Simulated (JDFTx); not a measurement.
**Ag under changes of volume**

One of the cells (17.048 Å³/atom); the others are scaled copies at fixed shape and fractional positions:

```
Ag
1.0
     0.00000    2.04275    2.04275
     2.04275    0.00000    2.04275
     2.04275    2.04275    0.00000
Ag
1
Direct
  0.00000 0.00000 0.00000
```

```yaml
Program: JDFTx 1.7.0 (patched build)
Functional: PBEsol
Potentials_or_basis: PseudoDojo-SR-PBEsol-0.4.1-standard with smoothed tails
Cutoff: 1116 eV
Density_cutoff: 4463 eV
k_mesh: 11 × 11 × 11
Occupations: fermi-dirac, width 0.05 eV
Spin: no spin polarisation
```

```tsv
volume (Å³/atom)	energy over the lowest point (meV/atom)	pressure (GPa)
16.025	8.03	4.6
16.366	1.06	1.7
16.707	0.00	-0.9
17.048	4.07	-3.1
17.389	12.53	-5.0
17.730	24.80	-6.7
18.071	?	?
```

Problem. What does the run at 18.071 Å³/atom give?

Solution. Energy over the lowest point 40.24 meV/atom; pressure -8.1 GPa.

Worked out: A Birch-Murnaghan fit of order 3 (a polynomial in V^(-2/3)) to the other rows has its minimum at 16.60 Å³/atom with B0 = V·E''(V) = 122 GPa and B' = 6.1. It gives 40.32 meV/atom at 18.071 Å³/atom, against the run's 40.24, and -dE/dV = -8.0 GPa, against -8.1.

Energies are extrapolated to zero smearing.
